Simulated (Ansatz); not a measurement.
The calculation used DFT PBE, scalar-relativistic, plane waves, PAW (Ansatz 0.2.0). All cells share a 420 eV cutoff and Γ-centred k meshes spaced at most about 0.3 Å⁻¹ (2π included). No spin polarisation.

These are static total energies at zero pressure.

Two forms of Zn₂SnO₃ were relaxed alike.

A.

```
Zn Sn O
1.0
     3.03745   -5.15940    0.00000
     3.03745    5.15940    0.00000
    -0.20659    0.00000    5.55960
Zn Sn O
4 2 6
Cartesian
  1.8433 -1.8286 5.5144
  1.8433 1.8286 5.5144
  3.9309 -1.7535 2.7668
  3.9309 1.7535 2.7668
  1.0096 0.0000 3.0293
  5.0358 0.0000 0.1849
  2.0694 -1.9693 3.4899
  2.0694 1.9693 3.4899
  4.5959 0.0000 3.5748
  3.8527 -1.9727 0.7499
  3.8527 1.9727 0.7499
  1.0421 0.0000 5.1642
```

B.

```
Zn Sn O
1.0
     5.53372    0.00000    0.00000
    -2.76686    4.79234    0.00000
     0.00000    0.00000    6.28645
Zn Sn O
4 2 6
Direct
  0.00000 0.00000 0.50000
  0.66667 0.33333 0.26770
  0.33333 0.66667 0.73230
  0.00000 0.00000 0.00000
  0.33333 0.66667 0.15959
  0.66667 0.33333 0.84041
  0.00329 0.29537 0.28056
  0.70463 0.70791 0.28056
  0.29209 0.99671 0.28056
  0.70791 0.00329 0.71944
  0.99671 0.70463 0.71944
  0.29537 0.29209 0.71944
```

**Question.** Which would you expect to be lower, and how large is the difference?

**Answer.** A is lower, by 182 meV/atom. A has space group Cm (No. 8), 14.5 Å³/atom and a gap of 1.26 eV on its mesh; B has space group P-3 (No. 147), 13.9 Å³/atom and a gap of 0.80 eV. Counting O atoms around Sn and Zn (those within 1.25 times the shortest such distance or 1.15 times the sum of covalent radii, 1.27 where that leaves under three; a plus sign parts nearer from farther groups; the shortest distance is added where it exceeds 1.18 times the sum of covalent radii; a slash parts the counts of unlike sites), A has Zn 4, Sn 3+1/4 and B has Zn 3/6/6 from 2.4 Å, Sn 3. The lower one is the more open, so pressure narrows the difference. Origin: A, invented, then shaken at random and relaxed again; B, invented.

Kohn–Sham gaps at this level usually fall short of measured ones. Cells relaxed within their symmetry can be saddle points.
